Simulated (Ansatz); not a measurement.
## Ti: strain energy, fitted

Ti, Fm-3m, a = 4.110 Å. This isn't the element's structure at ambient conditions. Ansatz: r2SCAN, PAW, 500 eV, Γ-centred 18×18×12 mesh on 2 atoms, Gaussian smearing 0.10 eV; no spin polarisation. Series: strain along c alone, the other axes held, atoms fixed by symmetry; x is the strain in per cent. The axes a, b, c are those of the computed cell (2.906, 2.906, 4.110 Å), along [1 1 0], [-1 1 0], [0 0 1] of the cell named above. y is the free energy over the unstrained cell, V0 = 17.360 Å³/atom.

```tsv
x (%)	y (meV/atom)
-6.0	?
-4.0	12.49
-2.0	3.18
0.0	0.00
2.0	2.89
4.0	11.25
6.0	24.72
```

Question: Fit y = c2 x² + c3 x³ to the other rows, turn c2 into a modulus, and predict the missing energy.

Answer: Least squares on the rows shown. y = 0.74358 x² − 0.0095363 x³. In eV per unit strain² c2 is 7.436; this is C33 with relaxed ions (E = ½ C33 V0 ε²): 2 × 7.436 × 160.2 / (17.360) = 137 GPa. The unstrained cell keeps some stress along the strain, worth a slope of -0.04 meV/atom per %, which the form leaves out. At x = -6.0 the fit asked for gives 28.83 meV/atom. The run gave 28.36 meV/atom, so the fit is 0.47 meV/atom too high, 1.7 % of the span of the series, against an rms of 0.06 meV/atom on the fitted rows. The row lies outside the fitted range. With a term in x⁴ added, a fit to the same known rows predicts 28.86 meV/atom, no real gain.